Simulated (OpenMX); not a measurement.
The system is TaN.

```xyz
2
Lattice="2.9380 0.0000 0.0000 -1.4690 2.5444 0.0000 0.0000 0.0000 2.8830" Properties=species:S:1:pos:R:3 pbc="T T T"
Ta    0.0000    0.0000    1.4415
N     1.4690    0.8481    0.0000
```

| Property | Result |
| --- | --- |
| Program | OpenMX 3.8.5 |
| Task | single point |
| Functional | PBE |
| Potentials or basis | OpenMX 2013 PBE set, Ta7.0-s3p2d2f1, N6.0-s2p2d1, grid cutoff 400 Ry |
| k mesh | 11 × 11 × 9 |
| Occupations | fermi-dirac, width 0.05 eV |
| Spin | no spin polarisation |

On this cell: pressure 2.1 GPa; largest force 0.050 eV/Å; band gap on the k mesh none (metal or under the smearing width).

The same run follows on a disturbed copy (atoms moved at random, drawn with an rms of 0.05 Å):

```
Ta N
1.0
     2.93800    0.00000    0.00000
    -1.46900    2.54438    0.00000
     0.00000    0.00000    2.88300
Ta N
1 1
Direct
  0.01144 0.00833 0.48326
  0.65255 0.33881 0.00587
```

What does the disturbed cell give?

The energy (extrapolated to zero smearing) moves by +31.2 meV/atom; pressure 3.7 GPa; largest force 1.338 eV/Å; band gap on the k mesh none (metal or under the smearing width).

Forces in eV/Å, atoms in the order of the input:
```
Ta  -0.924 -0.088  0.962
N    0.926  0.092 -0.962
```

Caveats: the basis of atomic orbitals isn't converged, which shifts pressures, moduli and gaps.
